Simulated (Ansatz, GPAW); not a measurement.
# Fe: programs and potentials compared

```
CELL_PARAMETERS angstrom
-1.44300 1.44300 1.44300
1.44300 -1.44300 1.44300
1.44300 1.44300 -1.44300
ATOMIC_POSITIONS crystal
Fe 0.00000 0.00000 0.00000
```

Alike in all runs: task single point; functional PBE; k mesh 13 × 13 × 13; occupations gaussian, width 0.023 eV; collinear spin, ferromagnetic start; no spin-orbit coupling. Pressure is positive in compression and, in plane waves, holds the error of the finite cutoff, which Ansatz's Pulay term estimates and takes out.

```tsv
program and potentials	plane-wave cutoff (eV)	notes	pressure (GPa)	net moment per atom (μB)
Ansatz, Ansatz PAW	420	16 valence electrons an atom on average; Pulay term of +0.09 GPa included	-9.56	2.25
GPAW, GPAW PAW data sets (gpaw-data 1.2.1)	600	8 valence electrons an atom on average	-7.94	2.25
Ansatz, all-electron LAPW, scalar-relativistic	-	-	-9.77	2.24
```

The pressure spans -9.77 (Ansatz, all-electron LAPW, scalar-relativistic) to -7.94 GPa (GPAW, GPAW PAW data sets (gpaw-data 1.2.1)), with all-electron results at -9.77. The net moment per atom spans 2.24 (Ansatz, all-electron LAPW, scalar-relativistic) to 2.25 μB (GPAW, GPAW PAW data sets (gpaw-data 1.2.1)), with all-electron results at 2.24. The state is the one that the start led to, which needn't be the lowest.

The functional is the same throughout but for its coding, so the spread measures potentials, basis and numerics; runs on potential files found faulty are left out.
